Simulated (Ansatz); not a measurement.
# CuO (P1) in Ansatz: projected density of states with PBE

Aim: the projected density of states of CuO with PBE.

Everything below comes from runs of Ansatz 0.2.0. Logs are shortened: lines on timing, memory, paths and dates and some standing lists are left out, and cuts for length are marked.

## (1) The cell of the first run

The typed cell holds 2 atoms: a = 2.993 Å, b = 2.993 Å, c = 2.993 Å, α = 60.00°, β = 60.00°, γ = 60.00°.

The cell comes from a database or a generator and needn't be the stable form of this composition.

## (2) Projected density of states, PBE (atom 2 moved 0.45 Å)

Input file input.yaml:

```yaml
crystal:
  lattice:
    - [0.0, 2.11656, 2.11656]
    - [2.11656, 0.0, 2.11656]
    - [2.11656, 2.11656, 0.0]
  atoms:
    - { symbol: Cu, position: [0.02949772, 0.02810087, 0.90802599] }
    - { symbol: O, position: [0.47050228, 0.47189913, 0.59197401] }
kpoints:
  mp_grid: { grid: [11, 11, 11] }
  band_path:
    path:
      - [0.0, 0.0, 0.0]
      - [0.5, 0.0, 0.5]
      - [0.5, 0.25, 0.75]
      - [0.375, 0.375, 0.75]
      - [0.0, 0.0, 0.0]
      - [0.5, 0.5, 0.5]
      - [0.625, 0.25, 0.625]
      - [0.5, 0.25, 0.75]
    npoints: 8
scf:
  occupations: { method: fermi_dirac, width: 0.05 }
hamiltonian:
  xc: pbe
  pseudopotentials: { kind: all_electron, lapw: { basis_error: 0.002 } }
output:
  forces: true
  stress: true
  eigenvalues: true
  fatbands: true
  dos: { projected: true, de: 0.2, e_range: [-14, 6] }
  populations: true
```

Potentials or basis: all-electron LAPW, scalar-relativistic.

The run is started by

```console
$ ansatz run input.yaml --threads 1 --pin off --max-ram 3072MiB --backend cpu --events-out ev --progress --plain --runs-dir out
```

The program printed:

```text
Warning: RAYON_NUM_THREADS=1 ignored (pool sized by the plan → 1); use --threads N
Cu: projections on atomic orbitals take those of the free atom 1s2 2s2 2p6 3s2 3p6 3d10 4s1, of charge +0.00 (hamiltonian.pseudopotentials.projection_atoms)
O: projections on atomic orbitals take those of the free atom 1s2 2s2 2p4, of charge +0.00 (hamiltonian.pseudopotentials.projection_atoms)
LAPW: plane waves up to 10.740 Å⁻¹, error target 2.0e-3 eV per atom; small_component_spin mean_spin; O in spheres of 0.840 Å, 8 of its electrons in bands, Dirac shells []; Cu in spheres of 1.041 Å, 19 of its electrons in bands, Dirac shells [] (how accurate: hamiltonian.pseudopotentials.lapw.basis_error, Limitations)
Engine: ansatz 0.2.0, x86_64-unknown-linux-gnu
Pseudopotentials: kind: all_electron
Pseudopotential: Cu, LAPW, valence charge 19, lapw/all_electron/scalar/gaussian/Cu, Koelling and Harmon's equation, gaussian nucleus
Pseudopotential: O, LAPW, valence charge 8, lapw/all_electron/scalar/gaussian/O, Koelling and Harmon's equation, gaussian nucleus
Functional definition: PBE
  parameter kappa = 0.804
  parameter beta = 0.06672455060314922
  exchange = pbe_x(kappa = kappa, mu = beta*pi^2/3)
  correlation = pbe_c(beta = beta)
Crystal: 2 atoms, lattice volume = 18.964 Å³
Basis set: ecut = 439.4420989525001 eV, 411 PW (Γ), exchange–correlation at level 2
Bands: 18, of which v1, the nominal top of the filled ones, is band 14 counted from 1 (13 counted from 0)
Symmetry: 1 space group operations
Space group: P1 (ITA 1), of the structure as read, at distance tolerance 2.7e-5 Å
k-points: 666 of 1331 (time reversal used)
Non-local potential: Cu, projectors of the file, none
Non-local potential: O, projectors of the file, none
Initial density: superposition of atomic densities (chi_scale 0.1, normalization cell, long waves kept (reshape's long-wave potential 0.00 eV rms))
Initial wavefunctions: plane waves of lowest kinetic energy (no species holds an atomic orbital)
Functional: x = pbe(κ = 0.804, μ = 0.2195149727645171), c = pbe(β = 0.06672455060314922)
iter 1 solved again at ethr=2.38e-2 eV; its pass at ethr=1.00e-1 eV (dr2=6.44e0 eV) is discarded
SCF iter   1: F=—  HF=-47083.603709 eV  |F-HF|=—  |Δ(HF+E_count)|=         —  Δρ=1.72e-1  dr2=6.44e0  ethr=2.38e-2  ⟨swp⟩=2.0  Hψ=76376  notcnv=0
preconditioner: auto → none  [metal: Δε(μ)=0.002 eV  Ē_g=14.678 eV  σ=0.050 eV  W_gap=0.01  n_scr=8 (ndim 8)  ℏωp=35.2 eV  f_vac=0.000  D(μ)=3.75/eV (n_scr^D=64)  sad-step TF]
SCF iter   2: F=—  HF=-47083.060630 eV  |F-HF|=—  |Δ(HF+E_count)|=   5.43e-1  Δρ=8.42e-2  dr2=1.10e0  ethr=2.38e-2  ⟨swp⟩=2.4  Hψ=35649  notcnv=0
SCF iter   3: F=—  HF=-47080.639457 eV  |F-HF|=—  |Δ(HF+E_count)|=    2.42e0  Δρ=2.48e-2  dr2=1.29e-1  ethr=4.07e-3  ⟨swp⟩=2.4  Hψ=36311  notcnv=0
iter 4 solved again at ethr=9.49e-6 eV; its pass at ethr=4.79e-4 eV (dr2=2.56e-3 eV) is discarded
SCF iter   4: F=—  HF=-47080.605726 eV  |F-HF|=—  |Δ(HF+E_count)|=         —  Δρ=6.69e-3  dr2=2.56e-3  ethr=9.49e-6  ⟨swp⟩=2.0  Hψ=59853  notcnv=0
the basis was enlarged: its passes take 181.6 KiB over the memory plan, 1 of 1 planned eigensolver slots
SCF iter   5: F=—  HF=-47080.593941 eV  |F-HF|=—  |Δ(HF+E_count)|=   1.18e-2  Δρ=1.16e-3  dr2=1.27e-4  ethr=9.47e-6  ⟨swp⟩=3.0  Hψ=34993  notcnv=0
SCF iter   6: F=—  HF=-47080.594001 eV  |F-HF|=—  |Δ(HF+E_count)|=   6.00e-5  Δρ=2.87e-4  dr2=1.06e-5  ethr=4.70e-7  ⟨swp⟩=2.6  Hψ=33622  notcnv=0
SCF iter   7: F=—  HF=-47080.594000 eV  |F-HF|=—  |Δ(HF+E_count)|=   6.03e-7  Δρ=6.53e-5  dr2=5.71e-7  ethr=3.92e-8  ⟨swp⟩=2.0  Hψ=33213  notcnv=0
SCF iter   8: F=-47080.594001 eV  HF=-47080.594001 eV  |F-HF|=2.52e-8  |Δ(HF+E_count)|=   1.62e-7  Δρ=1.15e-5  dr2=2.67e-8  ethr=2.12e-9  ⟨swp⟩=3.0  Hψ=34428  notcnv=0
SCF 1 converged in 8 iterations: F = -47080.594001 eV  dr2 = 2.67e-8
NSCF: frozen V_eff on 57 k-points
SCF converged after 8 iterations
Free energy (F): -47080.594001 eV
Harris-Foulkes:  -47080.594001 eV  (|F-HF|=2.52e-8)
Internal energy: -47080.573258 eV  (E = F + TS)
E sigma→0 (E₀):  -47080.583629 eV
Entropy (-TS):   -0.020743 eV (-10.371 meV/atom)
Fermi energy:    13.096620 eV
--- Per-component energies (eV) ---
  E_band       = -1384.970234
  E_kinetic    = 47857.485608
  E_xc         = -2072.988526
  E_electrostatic = -92865.070341  (all electrons and nuclei)
  E_smearing   = -0.020743  (= −TS)
  E_closure    = 0.000000  (closes the sum)
  E_atoms      = -47071.435960  (free atoms, spherical and without spin; not in F)
  Σ components = -47080.594001   (vs F -47080.594001, Δ=0.00e0)
  Basis errors (estimates in eV, not in F): energy 9.2e-4 per atom: plane waves 8.4e-4 (4.9e-4 summed), levels above the bands 3.7e-151, relativity 2.0e-7, radial functions 8.3e-5, core shells 1.7e-8; eigenvalues (radial functions only) 1.8e-5; not estimated: angular momenta, meshes, grids; target (lapw.basis_error) 2.0e-3; muffin-tin radii O 0.840 Å, Cu 1.041 Å
--- Forces (eV/Å), atoms counted from 1 ---
  atom   1  Cu     0.62181389     0.56585515    -0.39750141
  atom   2  O     -0.62181452    -0.56585500     0.39750605
  max |Σ_I F_I| component: 4.64e-6 eV/Å
--- Stress (GPa, compression-positive) ---
       19.901185      -4.278899       3.549500
       -4.278899      19.048948       3.352879
        3.549500       3.352879      16.339970
  P = ⅓ Tr σ = 18.4300 GPa (184.300 kbar)
--- Band table (eV; the first three rows and the last of 666) ---
  k-point 0: bands = ["-493.2016", "-99.1673", "-56.6027", "-56.5833", "-56.4567", "-6.6603", "8.5033", "8.5588", "9.2022", "10.5941", "10.6282", "12.5514", "12.8636", "12.8974", "14.5442", "29.9917", "31.1833", "31.3042"]
  k-point 1: bands = ["-493.2016", "-99.1672", "-56.6029", "-56.5835", "-56.4579", "-6.5784", "8.4012", "8.4567", "8.9247", "10.6345", "10.6642", "12.1707", "12.9837", "13.0162", "15.2434", "28.4022", "30.9114", "31.0229"]
  k-point 2: bands = ["-493.2016", "-99.1670", "-56.6034", "-56.5840", "-56.4612", "-6.3507", "8.1289", "8.1555", "8.2312", "10.7479", "10.7697", "11.7840", "13.2851", "13.3133", "16.5077", "26.1949", "29.9294", "30.0092"]
  k-point 665: bands = ["-493.2016", "-99.1660", "-56.6151", "-56.5895", "-56.4606", "-5.4486", "5.6245", "7.8929", "8.8166", "10.9051", "10.9990", "11.5410", "12.7216", "13.2943", "19.9944", "22.1432", "26.5732", "28.9092"]
--- Löwdin populations: 2 sites ---
  site symbol       q [e]
     0     Cu     27.9139
     1      O      8.9554
  spilling = 0.003533 (of n_electrons = 37.000000)
```

Run time: 6.2 min. Hardware: 1 thread of AMD EPYC (Zen 3), shared host; peak memory 1.1 GiB.

Results:

* Free energy: -47080.5940 eV
* Pressure: 18.4 GPa
* Largest force: 0.930 eV/Å
* Band gap along the path: none (metal or under the smearing width)
* Loewdin charges: Cu +1.09; O -0.96 e

Forces in eV/Å, atoms in the order of the input:
```
Cu   0.622  0.566 -0.398
O   -0.622 -0.566  0.398
```

Stress tensor (GPa, compression positive):
```
19.90 -4.28  3.55
-4.28 19.05  3.35
 3.55  3.35 16.34
```

Levels at the corners of the path, in eV from the Fermi level:
| point | band 10 | band 11 | band 12 | band 13 | band 14 | band 15 | band 16 | band 17 | band 18 |
| --- | --- | --- | --- | --- | --- | --- | --- | --- | --- |
| Γ | -2.50 | -2.47 | -0.55 | -0.23 | -0.20 | 1.45 | 16.90 | 18.09 | 18.21 |
| X | -1.93 | -1.81 | -1.74 | -1.33 | -1.24 | 5.28 | 11.07 | 11.23 | 16.48 |
| W | -2.10 | -1.76 | -1.74 | -1.56 | -0.37 | 7.33 | 10.80 | 10.88 | 14.05 |
| K | -2.04 | -1.91 | -1.61 | -1.03 | -0.31 | 6.94 | 10.12 | 10.88 | 15.74 |
| Γ | -2.50 | -2.47 | -0.55 | -0.23 | -0.20 | 1.45 | 16.90 | 18.09 | 18.21 |
| L | -2.11 | -2.08 | -1.54 | -0.32 | 0.48 | 6.46 | 9.18 | 14.70 | 15.11 |
| U | -2.71 | -1.94 | -1.64 | -1.42 | -0.21 | 6.78 | 10.46 | 10.95 | 16.43 |
| W | -2.10 | -1.76 | -1.74 | -1.56 | -0.37 | 7.33 | 10.80 | 10.88 | 14.05 |

States per cell in windows of 0.5 eV (zero at the Fermi level; states under -8 eV left out):
```csv
from (eV),total,Cu1 3d,O2 2p,Cu1 4s,O2 2s,Cu1 3p,Cu1 3s
-8.0,0.01,0.00,0.00,0.00,0.00,0.00,0.00
-7.5,0.22,0.04,0.14,0.03,0.00,0.00,0.00
-7.0,0.72,0.14,0.48,0.09,0.01,0.00,0.00
-6.5,0.87,0.15,0.62,0.08,0.01,0.00,0.00
-6.0,0.57,0.18,0.37,0.02,0.00,0.00,0.00
-5.5,1.55,0.59,0.93,0.01,0.00,0.00,0.00
-5.0,1.07,0.40,0.66,0.01,0.00,0.00,0.00
-4.5,0.80,0.30,0.48,0.01,0.01,0.00,0.00
-4.0,0.19,0.08,0.10,0.00,0.00,0.00,0.00
-3.5,0.00,0.00,0.00,0.00,0.00,0.00,0.00
-3.0,0.41,0.40,0.01,0.00,0.00,0.00,0.00
-2.5,2.68,2.56,0.09,0.00,0.01,0.00,0.00
-2.0,2.29,2.07,0.16,0.03,0.02,0.00,0.00
-1.5,1.23,0.95,0.21,0.03,0.04,0.00,0.00
-1.0,0.85,0.57,0.23,0.01,0.02,0.00,0.00
-0.5,1.57,0.91,0.60,0.01,0.01,0.00,0.00
0.0,0.76,0.41,0.32,0.00,0.00,0.00,0.00
0.5,0.21,0.11,0.10,0.00,0.00,0.00,0.00
1.0,0.01,0.00,0.00,0.00,0.00,0.00,0.00
1.5,0.00,0.00,0.00,0.00,0.00,0.00,0.00
2.0,0.01,0.00,0.00,0.01,0.00,0.00,0.00
2.5,0.02,0.00,0.00,0.01,0.01,0.00,0.00
3.0,0.03,0.00,0.01,0.02,0.01,0.00,0.00
3.5,0.05,0.00,0.01,0.03,0.01,0.00,0.00
4.0,0.06,0.00,0.01,0.03,0.01,0.00,0.00
4.5,0.09,0.00,0.02,0.05,0.01,0.00,0.00
5.0,0.12,0.00,0.03,0.07,0.01,0.00,0.00
5.5,0.27,0.00,0.04,0.17,0.02,0.00,0.00
```

Caveat: so large a pressure means that the cell lies far from this level's equilibrium, or that cutoff or potentials fall short; an odd number of electrons without spin polarisation forces a metal; a magnetic or distorted state may lie lower; the run has no spin polarisation, though such a crystal can be magnetic; semilocal functionals often make such compounds metallic where correlation or magnetic order opens a gap, which also shifts bond lengths.
